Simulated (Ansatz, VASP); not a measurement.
Si: VASP beside Ansatz

```xyz
2
Lattice="0.0000 2.7007 2.7007 2.7007 0.0000 2.7007 2.7007 2.7007 0.0000" Properties=species:S:1:pos:R:3 pbc="T T T"
Si    0.0000    0.0000    0.0000
Si    1.3504    1.3504    1.3504
```

The cell was built by a generator and needn't be a form met in nature.

Alike in both runs: functional LDA; k mesh 10 × 10 × 10; occupations gaussian, width 0.02 eV; no spin polarisation.

Ansatz relaxed the structure, and its values are those at the end. VASP's run is a single point on that final structure, the one shown.

|  | VASP | Ansatz |
| --- | --- | --- |
| version | VASP 6.6.1 | Ansatz 0.2.0 |
| potentials or method | VASP PAW LDA potentials, release 64 (Si) | scalar-relativistic, plane waves, PAW |
| plane-wave cutoff (eV) | 520 | 420 |
| valence electrons in the cell | 8 | 8 |

Ansatz gave:

```
gap on the k mesh at the Fermi level (eV) : 0.45
least direct gap on the mesh (eV)         : 2.53
pressure (GPa)                            : 0.0
```

Problem. What did VASP give for the same quantities?

Solution. gap on the k mesh at the Fermi level (eV): 0.45; least direct gap on the mesh (eV): 2.53; pressure (GPa): 0.1.

Ansatz warned: «pseudo_functional_mismatch».

A k mesh can miss the band edges. As with any semilocal functional, this LDA gap is likely too small.
